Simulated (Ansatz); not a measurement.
Here is an Ansatz 0.2.0 calculation.

The input input.yaml:

```yaml
crystal:
  lattice:
    - [4.37464, 0.0, 0.0]
    - [-2.18732, 3.78855, 0.0]
    - [0.0, 0.0, 2.56101]
  atoms:
    - { symbol: Ti, position: [0.0, 0.0, 0.0] }
    - { symbol: Si, position: [0.33333, 0.66667, 0.5] }
    - { symbol: Si, position: [0.66667, 0.33333, 0.5] }
hamiltonian:
  xc: lda
  pseudopotentials: { kind: paw }
  hubbard: { sites: [{ species: Ti, l: d, u_eff: 8.0 }] }
kpoints:
  mp_grid: { grid: [7, 7, 10] }
scf:
  occupations: { method: fermi_dirac, width: 0.05 }
  n_extra_bands: 7
output:
  forces: true
  stress: true
  eigenvalues: true
  dos: { projected: true, de: 0.05, nscf_kmesh: { grid: [11, 11, 15] } }
  write_density: true
  write_potential: true
  elf: true
  volumetric_format: npy
```

Potentials or basis: Ansatz PAW.

Run with:

```bash
$ ansatz run input.yaml --threads 2 --pin off --max-ram 5632MiB --backend cpu --events-out ev --progress --plain --runs-dir out
```

Problem. Predict the pressure.

Solution. 10.3 GPa.

Problem. Predict the density of states at the Fermi level.

Solution. 1.34 states/eV per cell.

Problem. Estimate the band gap on the k mesh.

Solution. None (metal or under the smearing width).

Stress tensor (GPa, compression positive):
```
12.13  0.00  0.00
 0.00 12.13  0.00
 0.00  0.00  6.68
```

Caveat: U without spin polarisation on a metal has little footing; the PAW data sets come from PBE, with cores solved anew for the run's functional, which leaves a small shift of forces and pressure; the U is typed as a test and isn't derived for this compound; the density of states is complete only up to the lowest level of the last band computed.
